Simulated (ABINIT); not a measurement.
ZnSe (Stilleite):

```
Se Zn
1.0
     0.00000    2.83380    2.83380
     2.83380    0.00000    2.83380
     2.83380    2.83380    0.00000
Se Zn
1 1
Direct
  0.75000 0.75000 0.75000
  0.00000 0.00000 0.00000
```

Base run:

- Program: ABINIT 10.8.3 (patched build)
- Functional: OLYP
- Potentials or basis: JTH PAW PBE v2.0
- Cutoff: 544 eV
- k mesh: 8 × 8 × 8
- Occupations: fermi-dirac, width 0.05 eV
- Spin: no spin polarisation

Its results: band gap on the k mesh 1.75 eV, direct.

Problem. The run is repeated on the same cell with these changes: functional from OLYP to AM05. What comes out?

Solution. Band gap on the k mesh 1.27 eV, direct.

A k mesh can miss the band edges.

Not every run made on this cell is shown here.
